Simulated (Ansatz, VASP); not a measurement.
**LiCl in VASP and in Ansatz**

The input POSCAR:

```
LiCl
1.0
    0.0000000000      2.6063368195      2.6063368195
    2.6063368195      0.0000000000      2.6063368195
    2.6063368195      2.6063368195      0.0000000000
Li Cl
1 1
Direct
    0.0000000000      0.0000000000      0.0000000000
    0.5000000000      0.5000000000      0.5000000000
```

INCAR.step1

```
SYSTEM = LiCl
PREC = Accurate ; ENCUT = 520
ISMEAR = 0 ; SIGMA = 0.02
LREAL = .False. ; LASPH = .True.
NELM = 100 ; NBANDS = 12
GGA = PE ; ALGO = Normal
EDIFF = 1E-4 ; LWAVE = .True.
LCHARG = .False.
```

The input INCAR.step2:

```
SYSTEM = LiCl
PREC = Accurate ; ENCUT = 520
EDIFF = 1E-7 ; ISMEAR = 0
SIGMA = 0.02 ; LREAL = .False.
LASPH = .True. ; NELM = 100
ALGO = Normal ; ISIF = 2
LWAVE = .False. ; LCHARG = .False.
METAGGA = R2SCAN ; LMIXTAU = .True.
NBANDS = 12 ; ISTART = 1
```

File KPOINTS:

```
regular mesh
0
Gamma
  8 8 8
  0 0 0
```

Input for Ansatz:

```yaml
crystal:
  lattice:
    - [0.0, 2.6063368195, 2.6063368195]
    - [2.6063368195, 0.0, 2.6063368195]
    - [2.6063368195, 2.6063368195, 0.0]
  atoms:
    - { symbol: Li, position: [0.0, 0.0, 0.0] }
    - { symbol: Cl, position: [0.5, 0.5, 0.5] }
basis:
  ecutwfc: 500
kpoints:
  mp_grid: { grid: [8, 8, 8] }
hamiltonian:
  xc: r2scan
scf:
  occupations: { method: gaussian, width: 0.02 }
output:
  forces: true
  stress: true
  eigenvalues: true
  write_density: true
  write_potential: true
  elf: true
  volumetric_format: npy
```

Alike in both runs: task single point; functional r2SCAN; k mesh 8 × 8 × 8; occupations gaussian, width 0.02 eV; no spin polarisation.

|  | VASP | Ansatz |
| --- | --- | --- |
| version | VASP 6.6.1 | Ansatz 0.2.0 |
| potentials or method | VASP PAW PBE potentials, release 64 (Li_sv, Cl) | scalar-relativistic, plane waves, PAW |
| plane-wave cutoff (eV) | 520 | 500 |
| valence electrons in the cell | 10 | 10 |

```csv
,VASP,Ansatz,Ansatz less VASP
gap on the k mesh at the Fermi level (eV),7.01,6.94,-0.070
least direct gap on the mesh (eV),7.01,6.94,-0.070
```

Caveats: the PAW data sets were made with another functional, which shifts forces and pressure a little (VASP). r2SCAN opens gaps a little over a GGA but as a rule still falls short of measured ones. A k mesh can miss the band edges.
